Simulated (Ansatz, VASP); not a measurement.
## Two plane-wave programs on BaTiO3

```
Ba Ti O
1.0
     3.99980    0.00000    0.00000
     0.00000    3.99980    0.00000
     0.00000    0.00000    4.01800
Ba Ti O
1 1 3
Cartesian
  0.0000 0.0000 0.0000
  1.9999 1.9999 1.9688
  0.0000 1.9999 2.0773
  1.9999 0.0000 2.0773
  1.9999 1.9999 0.0763
```

Alike in both runs: task relaxation of cell and atoms; functional revPBE; dispersion D4; k mesh 7 × 7 × 7; occupations fermi-dirac, width 0.05 eV; no spin polarisation.

```csv
,VASP,Ansatz
version,VASP 6.6.1,Ansatz 0.2.0
potentials or method,"VASP PAW PBE potentials, release 64 (Ba_sv, Ti_sv, O)",Ansatz PAW
plane-wave cutoff (eV),600,420
valence electrons in the cell,40,40
```

|  | VASP | Ansatz | Ansatz less VASP |
| --- | --- | --- | --- |
| relaxed volume (Å³/atom) | 13.26 | 13.10 | -0.154 |
| relaxed cell length with the largest relative difference (Å) | 4.175 | 4.150 | -0.0259 |
| energy change over the relaxation (meV/atom) | -6 | -5 | +1.6 |

Caveats: the PAW data sets were made with another functional, which shifts forces and pressure a little (VASP); the plane-wave basis is chosen anew once the cell has moved, so the energies of steps on either side of that aren't comparable (Ansatz); the pressure holds a Pulay correction of +0.5 GPa for the finite cutoff (Ansatz); the PAW data sets come from PBE, with cores solved anew for the run's functional, which leaves a small shift of forces and pressure (Ansatz). A k mesh can miss the band edges. Zero-point motion and thermal expansion aren't in these numbers.
